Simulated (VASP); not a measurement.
System: MgO (rock salt type), 2 atoms in the cell.

```
Mg O
1.0
     0.00000    2.12500    2.12500
     2.12500    0.00000    2.12500
     2.12500    2.12500    0.00000
Mg O
1 1
Direct
  0.00000 0.00000 0.00000
  0.50000 0.50000 0.50000
```

All numbers below come from VASP 6.6.1, HSE06, plane waves, standard recommended PAW potentials.

Cutoff 525 eV; orbitals from an earlier step on the same cell; potentials Mg_pv O; PREC = Accurate; HFSCREEN = 0.208; HFRCUT = 0; PRECFOCK = Normal; k-mesh 4×4×4 Γ-centred; Fermi–Dirac smearing of 0.02 eV; no spin polarisation.

How large is the gap on this mesh, is it direct, and where do the band edges lie (fractions of the reciprocal vectors of this cell)?

6.19 eV, direct at (0.000, 0.000, 0.000).

List the levels near the gap at (0.000, 0.000, 0.000), (0.250, 0.000, 0.000), (0.500, 0.000, 0.000), (0.500, 0.250, 0.000), in eV from the top of the valence band (v1 is the highest filled band, c1 the lowest empty one).


| k | v4 | v3 | v2 | v1 | c1 | c2 | c3 |
| --- | --- | --- | --- | --- | --- | --- | --- |
| (0.000, 0.000, 0.000) | -18.68 | 0.00 | 0.00 | 0.00 | 6.19 | 17.58 | 17.58 |
| (0.250, 0.000, 0.000) | -18.08 | -2.74 | -0.36 | -0.36 | 8.65 | 14.36 | 18.45 |
| (0.500, 0.000, 0.000) | -17.37 | -4.80 | -0.69 | -0.69 | 9.50 | 14.55 | 18.08 |
| (0.500, 0.250, 0.000) | -17.26 | -3.96 | -1.98 | -1.07 | 11.38 | 13.39 | 15.05 |

The k-mesh is modest, so these values aren't fully converged in k. Potentials made with PBE were used with another functional.
